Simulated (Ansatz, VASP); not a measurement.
**One calculation of BiTe, two programs**

INCAR

```
SYSTEM = BiTe
PREC = Accurate
ENCUT = 520
EDIFF = 1E-7
ISMEAR = -1
SIGMA = 0.05
LREAL = .FALSE.
LASPH = .TRUE.
NELM = 60
ALGO = Normal
ISIF = 2
LWAVE = .FALSE.
LCHARG = .FALSE.
GGA = PS
NBANDS = 18
```

The input KPOINTS:

```
regular mesh
0
G
  7 7 7
  0 0 0
```

POSCAR

```
BiTe
1.0
    0.0000000000      3.2132879364      3.2132879364
    3.2132879364      0.0000000000      3.2132879364
    3.2132879364      3.2132879364      0.0000000000
Bi Te
1 1
Direct
    0.0000000000      0.0000000000      0.0000000000
    0.5000000000      0.5000000000      0.5000000000
```

input.yaml

```yaml
crystal:
  lattice:
    - [0.0, 3.2132879364, 3.2132879364]
    - [3.2132879364, 0.0, 3.2132879364]
    - [3.2132879364, 3.2132879364, 0.0]
  atoms:
    - { symbol: Bi, position: [0.0, 0.0, 0.0] }
    - { symbol: Te, position: [0.5, 0.5, 0.5] }
hamiltonian:
  xc: pbesol
  pseudopotentials: { kind: paw }
kpoints:
  mp_grid: { grid: [7, 7, 7] }
scf:
  occupations: { method: fermi_dirac, width: 0.05 }
output:
  forces: true
  stress: true
  eigenvalues: true
```

Change from the starting cell: volume scaled by 0.98.

Alike in both runs: task single point; functional PBEsol; k mesh 7 × 7 × 7; occupations fermi-dirac, width 0.05 eV; no spin polarisation.

|  | VASP | Ansatz |
| --- | --- | --- |
| version | VASP 6.6.1 | Ansatz 0.2.0 |
| potentials or method | VASP PAW PBE potentials, release 64 (Bi_d, Te) | Ansatz PAW |
| plane-wave cutoff (eV) | 520 | 420 |
| valence electrons in the cell | 21 | 31 |

|  | VASP | Ansatz | Ansatz less VASP |
| --- | --- | --- | --- |
| gap on the k mesh at the Fermi level (eV) | none | none | - |
| pressure (GPa) | -0.6 | -0.6 | +0.02 |

A gap of «none» marks a metal or a gap that the smearing closes. The two sets of potentials don't hold the same shells in valence.

Caveats: spin-orbit coupling is left out, which moves the levels of the heavy elements; the PAW data sets were made with another functional, which shifts forces and pressure a little (VASP); the PAW data sets come from PBE, with cores solved anew for the run's functional, which leaves a small shift of forces and pressure (Ansatz).
